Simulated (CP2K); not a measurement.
The system is AlN.

```
Al N
1.0
     3.08863    0.00000    0.00000
     1.54432    2.67483    0.00000
     1.54432    0.89161    2.52186
Al N
1 1
Direct
  0.00000 0.00000 0.00000
  0.25000 0.25000 0.25000
```

Measurements of this composition are mostly on another form, of space group No. 186.

Base run:

| Item | Value |
| --- | --- |
| Program | CP2K 2026.2 |
| Functional | rev-vdW-DF2 |
| Potentials or basis | POTENTIAL_UZH Al GTH-PBE-q3, N GTH-PBE-q5; TZVP-MOLOPT-PBE-GTH basis |
| Density cutoff | 9184 eV |
| k mesh | 10 × 10 × 10 |
| Occupations | fermi-dirac, width 0.05 eV |
| Spin | no spin polarisation |

Its results: band gap on the k mesh 3.38 eV, indirect (least direct gap 4.26 eV); pressure 3.4 GPa.

**Question.** The run is repeated on the same cell with these changes: functional from rev-vdW-DF2 to PBE. What comes out?

**Answer.** Band gap on the k mesh 3.32 eV, indirect (least direct gap 4.22 eV); pressure 3.8 GPa.

Caveats: the basis of atomic orbitals isn't converged, which shifts pressures, moduli and gaps; the potentials were made for another functional, which shifts forces and pressure (some runs).

Not every run made on this cell is shown here.
